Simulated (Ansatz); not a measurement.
Crystals in the rock-salt structure, computed with PBE in Ansatz (plane-wave DFT, scalar-relativistic, harmonic phonons, no LO–TO term at Γ; fixed occupations; no spin; PAW, where unfrozen means all-electron datasets; each on its own modest k mesh, which can be coarse for ε∞).

```csv
crystal,cell,k mesh,potentials,phonons by,Å³/atom,top Γ mode (cm⁻¹),"lowest mode at X = [0.5, 0, 0.5] (cm⁻¹)","top mode at X = [0.5, 0, 0.5] (cm⁻¹)",mean ε∞,mean Born charge of the element in brackets (e)
NaH [Na],typed,6×6×6,unfrozen PAW,linear response,14.08,495,137,840,3.11,0.97
NaCl [Na],relaxed,6×6×6,unfrozen PAW,linear response,23.11,151,83,172,2.48,1.11
MgS [Mg],relaxed,6×6×6,unfrozen PAW,linear response,17.88,224,126,292,5.34,2.35
KBr [K],relaxed,6×6×6,unfrozen PAW,linear response,37.68,?,?,?,?,?
AgCl [Ag],relaxed,6×6×6,unfrozen PAW,linear response,22.10,92,34,166,4.94,1.46
```

Task: Estimate the entries marked ?.

Result: KBr: top Γ mode (cm⁻¹) 100, lowest mode at X = [0.5, 0, 0.5] (cm⁻¹) 42, top mode at X = [0.5, 0, 0.5] (cm⁻¹) 111, mean ε∞ 2.50, mean Born charge of the element in brackets (e) 1.14.
